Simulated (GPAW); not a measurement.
A run of GPAW 26.7.0:

The input run.py:

```python
import json
import numpy as np
import subprocess
from ase.dft.bandgap import bandgap
from ase.io import read, write
from ase.units import GPa
from gpaw import GPAW, PW
from gpaw.wannier.wannier90 import Wannier90

atoms = read('POSCAR')

calc = GPAW(mode=PW(600),
            xc='MGGA_X_R2SCAN+MGGA_C_R2SCAN',
            kpts={'size': (11, 11, 6), 'gamma': True},
            occupations={'name': 'fermi-dirac', 'width': 0.05},
            setups={'Ru': '8'},
            nbands=-13,
            convergence={'density': 1e-05, 'energy': 1e-05},
            maxiter=150,
            txt='gpaw.txt')
atoms.calc = calc
energy = atoms.get_potential_energy()
forces = atoms.get_forces()
stress = atoms.get_stress()
calc.write('gs.gpw')
write('result.traj', atoms)
print(f'Energy: {energy:.6f} eV')
print('Forces (eV/A):')
print(forces.round(4))
print('Stress (GPa):', (stress / GPa).round(3))
print('Fermi level:', round(calc.get_fermi_level(), 4), 'eV')
print(f'Gap: {bandgap(calc)[0]:.4f} eV, direct: {bandgap(calc, direct=True)[0]:.4f} eV')

nwann = sum(2 * l + 1 for setup in calc.setups for n, l in zip(setup.n_j, setup.l_j) if n > 0)
nbands = nwann + 8
full = calc.fixed_density(kpts={'size': (6, 6, 6), 'gamma': True}, symmetry='off', nbands=nbands + 6,
                          convergence={'bands': nbands, 'eigenstates': 1e-7}, txt='full.txt')
frozen = min(2.0, full.eigenvalues()[0, :, nwann].min() - full.get_fermi_level() - 0.01)  # at most nwann bands inside
w90 = Wannier90(full, seed='w90', bands=range(nbands), spin=0)
w90.write_input(num_iter=500, dis_num_iter=500, dis_froz_max=frozen, search_shells=40)
subprocess.run(['wannier90.x', '-pp', 'w90'], check=True)
w90.write_projections()
w90.write_eigenvalues()
w90.write_overlaps()
subprocess.run(['wannier90.x', 'w90'], check=True)

words = open('w90_hr.dat').read().split('\n', 1)[1].split()
nr = int(words[1])
degeneracy = np.array(words[2:2 + nr], float)
hr = np.array(words[2 + nr:], float).reshape((nr, nwann, nwann, 7))
R, H = hr[:, 0, 0, :3], (hr[..., 5] + 1j * hr[..., 6]) / degeneracy[:, None, None]
path = atoms.cell.bandpath('GMKGALHA,LM,KH', npoints=40, eps=1e-4)
interp = np.array([np.linalg.eigvalsh(np.einsum('r,rji->ij', np.exp(2j * np.pi * R @ k), H)) for k in path.kpts])
exact = calc.fixed_density(kpts=path, symmetry='off', nbands=nwann + 6, convergence={'bands': nwann, 'eigenstates': 1e-7},
                           txt='bands.txt').band_structure().energies[0, :, :nwann]
print(f'Frozen window up to {frozen:.3f} eV over the Fermi level')
window = exact < calc.get_fermi_level() + frozen
miss = abs(interp - exact)[window]
print(f'{nwann} functions; bands in the frozen window, Wannier less DFT: mean {miss.mean():.4f} eV, largest {miss.max():.4f} eV')
json.dump({'interp': interp.tolist(), 'exact': exact.tolist(), 'kpts': path.kpts.tolist(), 'miss': [miss.mean(), miss.max()],
           'onsite': H[abs(R).sum(1).argmin()].diagonal().real.tolist()}, open('wannier.json', 'w'))
```

File POSCAR:

```
Ru
1.0
    2.7058000000      0.0000000000      0.0000000000
   -1.3529000000      2.3432915376      0.0000000000
    0.0000000000      0.0000000000      4.2819000000
Ru
2
Direct
    0.6666666667      0.3333333333      0.7500000000
    0.3333333333      0.6666666667      0.2500000000
```

Potentials or basis: GPAW PAW data sets (gpaw-data 1.2.1), other valence, pw.

The run is started by

```bash
$ OMP_NUM_THREADS=1 python run.py
```

Hardware: 1 thread of Arm Neoverse V1, on a shared host.

**Question.** Estimate the wall time of this run.

**Answer.** Run time: 14 min on 1 thread of Arm Neoverse V1, on a shared host, peak memory 0.95 GiB. Counts: scf iterations 57, plane waves 935, bands 21, k points 84.
